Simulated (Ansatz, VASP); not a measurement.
## MoS2 in VASP and in Ansatz

```
CELL_PARAMETERS angstrom
3.23115 0.00000 0.00000
-1.61558 2.79826 0.00000
0.00000 0.00000 12.56571
ATOMIC_POSITIONS crystal
Mo 0.66667 0.33333 0.75000
Mo 0.33333 0.66667 0.25000
S 0.66667 0.33333 0.37700
S 0.33333 0.66667 0.87700
S 0.66667 0.33333 0.12300
S 0.33333 0.66667 0.62300
```

Change from the starting cell: volume scaled by 1.06.

Alike in both runs: task single point; functional PBE; k mesh 10 × 10 × 3; occupations fermi-dirac, width 0.05 eV; no spin polarisation.

```csv
,VASP,Ansatz
version,VASP 6.6.1,Ansatz 0.2.0
potentials or method,"VASP PAW PBE potentials, release 64 (Mo_sv, S), cutoff 520 eV","all-electron LAPW, scalar-relativistic"
```

```tsv
	VASP	Ansatz	Ansatz less VASP
gap on the k mesh at the Fermi level (eV)	0.98	0.97	-0.010
least direct gap on the mesh (eV)	1.73	1.73	-0.002
pressure (GPa)	-5.9	-5.8	+0.13
largest component of the traceless stress (GPa)	0.37	0.34	-0.029
rms of the force components (eV/Å)	0.434	0.430	-0.0045
```

Atom by atom the forces differ by 0.005 eV/Å (rms over components). Ansatz ran all-electron here, so the differences hold the error of VASP's frozen core and of both bases.

Caveats: an odd mesh through Γ misses points on the zone boundary, where band edges often lie; this functional lacks dispersion, which binds the layers, so the pressure and a relaxed spacing across them are unreliable.
